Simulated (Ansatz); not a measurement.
# Ge under changes of volume

One of the cells (19.384 Å³/atom); the others are scaled copies at fixed shape and fractional positions:

```xyz
1
Lattice="-1.6084 1.6084 1.8732 1.6084 -1.6084 1.8732 1.6084 1.6084 -1.8732" Properties=species:S:1:pos:R:3 pbc="T T T"
Ge    0.0000    0.0000    1.8732
```

The cell was built by a generator and needn't be a form met in nature.

```yaml
Program: Ansatz 0.2.0
Functional: r2SCAN0
Potentials_or_basis: Ansatz PAW
Cutoff: "500 eV (not typed: the program's choice for these potentials)"
k_mesh: 6 × 6 × 6
Occupations: fermi-dirac, width 0.05 eV
Spin: no spin polarisation
```

```tsv
volume (Å³/atom)	energy over the lowest point (meV/atom)	pressure (GPa)
18.221	2.96	2.1
18.608	0.00	0.3
18.996	1.24	-1.3
19.384	6.25	-2.6
19.771	?	?
20.159	24.37	-4.9
20.547	37.60	-6.0
```

Q: What does the run at 19.771 Å³/atom give?

A: Energy over the lowest point 13.85 meV/atom; pressure -3.8 GPa.

Worked out: A Birch-Murnaghan fit of order 3 (a polynomial in V^(-2/3)) to the other rows has its minimum at 18.68 Å³/atom with B0 = V·E''(V) = 79 GPa and B' = 5.3 at fixed shape and positions, which overstates the stiffness. It gives 13.92 meV/atom at 19.771 Å³/atom, against the run's 13.85, and -dE/dV = -3.8 GPa, against -3.8.

Energies are extrapolated to zero smearing.

Caveats: all runs use coarse meshes; the PAW data sets come from PBE, with cores solved anew for the run's functional, which leaves a small shift of forces and pressure; the thresholds are loose for stress.
